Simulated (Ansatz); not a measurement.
ZrC:

```
Zr C
1.0
     0.00000    2.36500    2.36500
     2.36500    0.00000    2.36500
     2.36500    2.36500    0.00000
Zr C
1 1
Direct
  0.50000 0.50000 0.50000
  0.00000 0.00000 0.00000
```

- Program: Ansatz 0.2.0
- Task: relaxation of cell and atoms
- Functional: HSE03
- Potentials or basis: Ansatz PAW
- Cutoff: 420 eV (not typed: the program's choice for these potentials)
- k mesh: 5 × 5 × 5
- Occupations: fermi-dirac, width 0.05 eV
- Spin: no spin polarisation

At the start: volume 13.23 Å³/atom.

Question: Where does the relaxation end?

Answer: It ends after 4 steps and the volume is 12.95 Å³/atom (-2.1 %); space group Fm-3m (No. 225, to 0.05 Å).

The path:
```
step  energy change (eV)  largest force (eV/Å)  volume (Å³)
   1              0.0000                0.0000        26.46
   2             -0.0092                0.0000        25.92
   3             -0.0092                0.0000        25.90
   4             -0.0087                0.0000        25.90
```

Final structure:
```xyz
2
Lattice="0.0000 2.3483 2.3483 2.3483 0.0000 2.3483 2.3483 2.3483 0.0000" Properties=species:S:1:pos:R:3 pbc="T T T"
Zr    2.3483    2.3483    2.3483
C     0.0000    0.0000    0.0000
```

Caveat: the k mesh is coarse (spacing up to 0.46 Å⁻¹), so the values aren't converged, least of all with exact exchange; the plane-wave basis is chosen anew once the cell has moved, so the energies of steps on either side of that aren't comparable; the PAW data sets come from PBE, with cores solved anew for the run's functional, which leaves a small shift of forces and pressure.
